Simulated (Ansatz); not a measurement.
# Ga8H: the cost of one run

Program: Ansatz 0.2.0. Level of theory: DFT PBE, scalar-relativistic, plane waves, PAW. These are calculated values, not measurements.

4 further runs of the same task are left out: 4 set aside as unsound or not needed.

### Step 1. The structure to begin with

The structure is monoclinic, space group C2/c (No. 15). The conventional cell has a = 2.828 Å, b = 8.146 Å, c = 3.339 Å, α = 90.00°, β = 93.89°, γ = 90.00°. Ga (site symmetry 2) has 8 Ga at 2.75 to 2.94 Å as nearest neighbours.

Structure file:

```
Ga
1.0
     1.41360   -4.07278   -0.02240
     1.41360    4.07278   -0.02240
    -0.17399    0.00000    3.33450
Ga
2
Direct
  0.86575 0.13425 0.25000
  0.13425 0.86575 0.75000
```

This cell was relaxed beforehand with the same method: volume 19.18 Å³/atom, gap on the mesh none (metal).

Reference energy of this cell: -7566.0063 eV (2 atoms, 14×14×10 mesh, zero smearing).

### Step 2. Next: 1 H put on empty site 1 in a repeat of 4 host cells

The empty site lies 2.11 Å from the nearest host atom; the cell of 4 host cells is widened for the start only if the site is tight.

The cell holds 8 Ga, 1 H: a = 8.622 Å, b = 4.311 Å, c = 6.678 Å, α = 91.28°, β = 91.28°, γ = 141.71°.

### Step 3. Quick check of gap, pressure and forces

File input.yaml:

```yaml
crystal:
  lattice:
    - [2.8272006536, -8.1455602957, -0.0448092505]
    - [1.4136003268, 4.0727801479, -0.0224046252]
    - [-0.3479821232, 0.0, 6.669004927]
  atoms:
    - { symbol: Ga, position: [0.4328770321, 0.1342459357, 0.125] }
    - { symbol: Ga, position: [0.4328770321, 0.1342459357, 0.625] }
    - { symbol: Ga, position: [0.9328770321, 0.1342459357, 0.125] }
    - { symbol: Ga, position: [0.9328770321, 0.1342459357, 0.625] }
    - { symbol: Ga, position: [0.0671229679, 0.8657540643, 0.375] }
    - { symbol: Ga, position: [0.0671229679, 0.8657540643, 0.875] }
    - { symbol: Ga, position: [0.5671229679, 0.8657540643, 0.375] }
    - { symbol: Ga, position: [0.5671229679, 0.8657540643, 0.875] }
    - { symbol: H, position: [0.2083333333, 0.5833333333, 0.375] }
basis:
  ecutwfc: 420
kpoints:
  mp_grid: { grid: [4, 6, 4] }
hamiltonian:
  xc: pbe
scf:
  occupations: { method: gaussian, width: 0.1 }
output:
  forces: true
  stress: true
  eigenvalues: true
```

Command:

```console
> ansatz run input.yaml --threads 2 --pin off --max-ram 5120MiB --backend cpu --events-out ev --progress --plain --runs-dir out
```

What time and memory should one allow on 2 threads of Arm Neoverse V2, shared host?

About 20 s, with a peak of 0.62 GiB.
